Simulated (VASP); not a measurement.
# SrO in VASP: one cell, several levels of theory, part 2 of 2

VASP 6.6.1, plane waves, PAW.

**3. Single point with r2SCAN**

Contents of INCAR:

```
ENCUT = 520.000000
SIGMA = 0.010000
EDIFF = 1.00e-07
ALGO = Normal
METAGGA = R2SCAN
PREC = Accurate
IBRION = -1
ISIF = 2
ISMEAR = 0
NBANDS = 15
NELM = 120
NSW = 0
LASPH = .TRUE.
LCHARG = .FALSE.
LWAVE = .FALSE.
LREAL = .FALSE.
```

Contents of KPOINTS:

```
KPOINTS created by Atomic Simulation Environment
0
Gamma
8 8 8
0 0 0
```

Contents of KPOINTS_OPT:

```
special points
7
Reciprocal
0.0000000000 0.0000000000 0.0000000000 1
0.5000000000 0.0000000000 0.5000000000 1
0.6250000000 0.2500000000 0.6250000000 1
0.3750000000 0.3750000000 0.7500000000 1
0.5000000000 0.5000000000 0.5000000000 1
0.5000000000 0.2500000000 0.7500000000 1
0.0000000000 0.5000000000 0.5000000000 1
```

Contents of POSCAR:

```
Sr O
 1.0000000000000000
     0.0000000000000000    2.6443896353000000    2.6443896353000000
     2.6443896353000000    0.0000000000000000    2.6443896353000000
     2.6443896353000000    2.6443896353000000    0.0000000000000000
 Sr  O
   1   1
Cartesian
  0.0000000000000000  0.0000000000000000  0.0000000000000000
  2.6443896353000000  2.6443896353000000  2.6443896353000000
```

Launch:

```bash
$ mpirun -np 1 vasp_std
```

Standard output, without the iteration lines:

```text
POSCAR found type information on POSCAR SrO
 POSCAR found :  2 types and       2 ions
 -----------------------------------------------------------------------------
|                                                                             |
|                                                                             |
|     You enforced a specific xc type in the INCAR file but a different       |
|     I HOPE YOU KNOW WHAT YOU ARE DOING!                                     |
|                                                                             |
 -----------------------------------------------------------------------------

 LDA part: xc-table for (None), standard interpolation
 POSCAR, INCAR and KPOINTS ok, starting setup
 FFT: planning ... GRIDC
 FFT: planning ... GRID_SOFT
 FFT: planning ... GRID
 WAVECAR not read
 entering main loop
 Start KPOINTS_OPT (optional k-point list driver)
k-point batch [1-7\7]
```

OSZICAR:

```text
N       E                     dE             d eps       ncg     rms          rms(c)
DAV:   1     0.532734348154E+02    0.53273E+02   -0.85710E+03   870   0.105E+03
DAV:   2    -0.308792015993E+02   -0.84153E+02   -0.77134E+02  1252   0.224E+02
DAV:   3    -0.345880762517E+02   -0.37089E+01   -0.36876E+01  1150   0.427E+01
DAV:   4    -0.346520734406E+02   -0.63997E-01   -0.63991E-01  1041   0.556E+00
DAV:   5    -0.346538197229E+02   -0.17463E-02   -0.17463E-02  1115   0.742E-01    0.136E+01
DAV:   6    -0.268566902200E+02    0.77971E+01   -0.46967E+00  1206   0.163E+01    0.130E+01
DAV:   7    -0.269930303546E+02   -0.13634E+00   -0.16160E-01   877   0.359E+00    0.741E+00
DAV:   8    -0.270143481055E+02   -0.21318E-01   -0.95744E-02   884   0.322E+00    0.688E-01
DAV:   9    -0.270132629146E+02    0.10852E-02   -0.14953E-02  1101   0.115E+00    0.238E-01
DAV:  10    -0.270132124347E+02    0.50480E-04   -0.19268E-03   940   0.439E-01    0.117E-01
DAV:  11    -0.270133614380E+02   -0.14900E-03   -0.48060E-04   870   0.199E-01    0.564E-02
DAV:  12    -0.270133695666E+02   -0.81287E-05   -0.38240E-05  1129   0.467E-02    0.229E-02
DAV:  13    -0.270133646161E+02    0.49505E-05   -0.74934E-06  1059   0.254E-02    0.116E-02
DAV:  14    -0.270133634977E+02    0.11184E-05   -0.17144E-06  1136   0.112E-02    0.238E-03
DAV:  15    -0.270133631574E+02    0.34029E-06   -0.33132E-07  1007   0.493E-03    0.219E-03
DAV:  16    -0.270133630438E+02    0.11367E-06   -0.21799E-08   456   0.147E-03    0.130E-03
DAV:  17    -0.270133629845E+02    0.59246E-07   -0.46772E-09   456   0.551E-04
   1 F= -.27013363E+02 E0= -.27013363E+02  d E =-.750541E-22
       N       E                     dE             ncg
DAV:   1    -0.390279681279E+03   -0.44874E+04      210
DAV:   2    -0.912231160099E+03   -0.52195E+03      281
DAV:   3    -0.929979103344E+03   -0.17748E+02      319
DAV:   4    -0.930369942397E+03   -0.39084E+00      256
DAV:   5    -0.930370748993E+03   -0.80660E-03      259
DAV:   6    -0.930370759802E+03   -0.10809E-04      253
DAV:   7    -0.930370760012E+03   -0.21000E-06      250
DAV:   8    -0.930370760015E+03   -0.37069E-08      175
```

OUTCAR, selected sections:

```text
k-points           NKPTS =     29   k-points in BZ     NKDIM =     29   number of bands    NBANDS=     15

   NELECT =      16.0000    total number of electrons

   dimension x,y,z NGX =    28 NGY =   28 NGZ =   28
   dimension x,y,z NGXF=    56 NGYF=   56 NGZF=   56

  energy-cutoff  :      520.00
  volume of cell :       36.98
      direct lattice vectors                 reciprocal lattice vectors
     0.000000000  2.644389635  2.644389635    -0.189079549  0.189079549  0.189079549
     2.644389635  0.000000000  2.644389635     0.189079549 -0.189079549  0.189079549
     2.644389635  2.644389635  0.000000000     0.189079549  0.189079549 -0.189079549

 k-points in reciprocal lattice and weights: KPOINTS created by Atomic Simulation Env
   0.00000000  0.00000000  0.00000000       0.002
   0.12500000  0.00000000  0.00000000       0.016
   0.25000000  0.00000000  0.00000000       0.016
   0.37500000  0.00000000  0.00000000       0.016
   0.50000000  0.00000000  0.00000000       0.008
   0.12500000  0.12500000  0.00000000       0.012
   0.25000000  0.12500000  0.00000000       0.047
   0.37500000  0.12500000  0.00000000       0.047
[... 21 more k-points ...]

 E-fermi :   1.0345

 k-point     1 :       0.0000    0.0000    0.0000
  band No.  band energies     occupation
      1     -32.8249      2.00000
      2     -14.9537      2.00000
      3     -13.9227      2.00000
      4     -13.9227      2.00000
      5     -13.9227      2.00000
      6       0.9707      2.00000
      7       0.9707      2.00000
      8       0.9707      2.00000
      9       5.0267      0.00000
     10       7.5455      0.00000
     11       7.5455      0.00000
     12       7.5455      0.00000
     13       9.6809      0.00000
     14       9.6809      0.00000
     15      13.8256      0.00000

 k-point     2 :       0.1250    0.0000    0.0000
  band No.  band energies     occupation
      1     -32.8111      2.00000
      2     -15.2413      2.00000
      3     -13.9321      2.00000
      4     -13.9321      2.00000
      5     -13.6710      2.00000
      6       0.5668      2.00000
      7       0.8056      2.00000
      8       0.8056      2.00000
      9       5.6801      0.00000
     10       7.3875      0.00000
     11       7.8289      0.00000
     12       7.8289      0.00000
     13      10.0393      0.00000
     14      10.0393      0.00000
     15      14.7579      0.00000

 k-point     3 :       0.2500    0.0000    0.0000
  band No.  band energies     occupation
      1     -32.7777      2.00000
      2     -15.7074      2.00000
      3     -13.9546      2.00000
      4     -13.9546      2.00000
      5     -13.2915      2.00000
      6      -0.1801      2.00000
      7       0.4431      2.00000
      8       0.4431      2.00000
      9       7.0784      0.00000
     10       7.3522      0.00000
     11       8.5951      0.00000
     12       8.5951      0.00000
     13      10.9474      0.00000
     14      10.9474      0.00000
     15      16.5568      0.00000

 k-point     4 :       0.3750    0.0000    0.0000
  band No.  band energies     occupation
      1     -32.7439      2.00000
      2     -16.0583      2.00000
      3     -13.9768      2.00000
      4     -13.9768      2.00000
      5     -13.0274      2.00000
      6      -0.7726      2.00000
      7       0.1201      2.00000
      8       0.1201      2.00000
      9       7.5141      0.00000
     10       8.6559      0.00000
     11       9.5191      0.00000
     12       9.5191      0.00000
     13      12.0898      0.00000
     14      12.0898      0.00000
     15      16.2384      0.00000

 k-point     5 :       0.5000    0.0000    0.0000
  band No.  band energies     occupation
      1     -32.7298      2.00000
      2     -16.1862      2.00000
      3     -13.9859      2.00000
      4     -13.9859      2.00000
      5     -12.9351      2.00000
      6      -0.9919      2.00000
      7      -0.0045      2.00000
      8      -0.0045      2.00000
      9       7.7083      0.00000
     10       9.3606      0.00000
     11       9.9614      0.00000
     12       9.9614      0.00000
     13      12.8404      0.00000
     14      12.8404      0.00000
     15      15.5232      0.00000

 k-point     6 :       0.1250    0.1250    0.0000
  band No.  band energies     occupation
      1     -32.8066      2.00000
      2     -15.2697      2.00000
      3     -13.9632      2.00000
      4     -13.9632      2.00000
      5     -13.6144      2.00000
      6       0.3080      2.00000
      7       0.9035      2.00000
      8       0.9035      2.00000
      9       5.7631      0.00000
     10       6.9009      0.00000
     11       8.1479      0.00000
     12       8.1479      0.00000
     13       9.8784      0.00000
     14      10.3854      0.00000
     15      15.0406      0.00000

 k-point     7 :       0.2500    0.1250    0.0000
  band No.  band energies     occupation
      1     -32.7799      2.00000
      2     -15.5728      2.00000
      3     -14.0010      2.00000
      4     -13.9858      2.00000
      5     -13.3957      2.00000
      6      -0.1514      2.00000
      7       0.6299      2.00000
      8       0.7147      2.00000
      9       6.6191      0.00000
     10       6.7512      0.00000
     11       8.7882      0.00000
     12       8.9095      0.00000
     13      10.4188      0.00000
     14      11.1308      0.00000
     15      16.6093      0.00000

 k-point     8 :       0.3750    0.1250    0.0000
  band No.  band energies     occupation
      1     -32.7465      2.00000
      2     -15.8952      2.00000
      3     -14.0234      2.00000
      4     -14.0188      2.00000
      5     -13.1903      2.00000
      6      -0.5244      2.00000
      7       0.2242      2.00000
      8       0.3836      2.00000
      9       6.9121      0.00000
     10       8.0352      0.00000
     11       9.5876      0.00000
     12       9.7722      0.00000
     13      11.5309      0.00000
     14      11.9874      0.00000
     15      16.5152      0.00000

 k-point     9 :       0.5000    0.1250    0.0000
  band No.  band energies     occupation
      1     -32.7258      2.00000
      2     -16.0746      2.00000
      3     -14.0648      2.00000
      4     -14.0176      2.00000
      5     -13.0686      2.00000
      6      -0.7576      2.00000
      7       0.0678      2.00000
      8       0.1149      2.00000
      9       7.5279      0.00000
     10       8.5716      0.00000
     11      10.1670      0.00000
     12      10.3664      0.00000
     13      12.6169      0.00000
     14      12.8882      0.00000
     15      15.0418      0.00000

 k-point    10 :      -0.3750    0.1250    0.0000
  band No.  band energies     occupation
      1     -32.7304      2.00000
      2     -16.0487      2.00000
      3     -14.0919      2.00000
      4     -13.9870      2.00000
      5     -13.0627      2.00000
      6      -0.7520      2.00000
      7       0.0385      2.00000
      8       0.2197      2.00000
      9       7.5879      0.00000
     10       8.4791      0.00000
     11       9.7144      0.00000
     12      10.1804      0.00000
     13      12.4730      0.00000
     14      12.7682      0.00000
     15      15.2847      0.00000

 k-point    11 :      -0.2500    0.1250    0.0000
  band No.  band energies     occupation
      1     -32.7575      2.00000
      2     -15.8311      2.00000
      3     -14.0740      2.00000
      4     -13.9492      2.00000
      5     -13.1893      2.00000
      6      -0.4533      2.00000
      7       0.1873      2.00000
      8       0.5473      2.00000
      9       7.1749      0.00000
     10       7.6573      0.00000
     11       8.7900      0.00000
     12       9.5211      0.00000
     13      11.3949      0.00000
     14      11.6788      0.00000
     15      16.9400      0.00000

 k-point    12 :      -0.1250    0.1250    0.0000
  band No.  band energies     occupation
      1     -32.7909      2.00000
      2     -15.5060      2.00000
      3     -14.0077      2.00000
      4     -13.9264      2.00000
      5     -13.4326      2.00000
      6       0.0667      2.00000
      7       0.4974      2.00000
      8       0.8160      2.00000
      9       6.4482      0.00000
     10       7.1094      0.00000
     11       8.0601      0.00000
     12       8.6599      0.00000
     13      10.3655      0.00000
     14      10.7573      0.00000
     15      15.9977      0.00000

[... the tables of k-points 13 to 29 left out ...]

  Total       -1.2695662     -1.2695662     -1.2695662      0.0000000     -0.0000000      0.0000000
  in kB      -54.9996083    -54.9996083    -54.9996083      0.0000000     -0.0000000      0.0000000
  external PRESSURE =     -54.9996083 kB  Pullay stress =       0.0000000 kB

 POSITION                                       TOTAL-FORCE (eV/Angst)
 -----------------------------------------------------------------------------------
      0.00000      0.00000      0.00000         0.000000     -0.000000      0.000000
      2.64439      2.64439      2.64439         0.000000      0.000000     -0.000000
 -----------------------------------------------------------------------------------
    total drift:                                0.000000      0.000000      0.000000

  FREE ENERGIE OF THE ION-ELECTRON SYSTEM (eV)
  ---------------------------------------------------
  free  energy   TOTEN  =       -27.0133629845 eV

  energy  without entropy=      -27.0133629845  energy(sigma->0) =      -27.01336298
```

Hardware: 1 MPI rank of Intel Xeon Platinum 8488C, shared host.

The levels at the points of KPOINTS_OPT are read from vasprun.xml.

Near the gap, in eV above the top of the last filled band v; c is the band after it:

```
point    v−1      v     c   c+1
    Γ   0.00   0.00  4.06  6.57
    X  -0.14  -0.14  3.77  7.88
    U  -0.56  -0.53  5.15  8.05
    K  -0.56  -0.53  5.15  8.05
    L  -0.98  -0.98  6.74  8.39
    W  -0.50  -0.50  6.31  6.31
```

r2SCAN gives an indirect gap of 3.77 eV, from Γ to X; the least direct gap is 3.90 eV. The pressure is -5.50 GPa; the forces vanish within 0.01 eV/Å.

**4. Results**

What follows sums up all 2 parts.

```
 level  gap (eV)  pressure (GPa)  Ansatz: gap (eV)  Ansatz: pressure (GPa)
   PBE      3.30           -3.63              3.34                   -4.02
r2SCAN      3.77           -5.50              3.81                   -5.88
```

The gap runs from 3.30 eV (PBE) to 3.77 eV (r2SCAN). The pressure is highest with PBE (-3.6 GPa) and lowest with r2SCAN (-5.5 GPa), which orders the cells that they would relax to. The two programs agree on the gap within 0.05 eV, far less than the spread between functionals. Each program uses its own PAW datasets and cutoff.
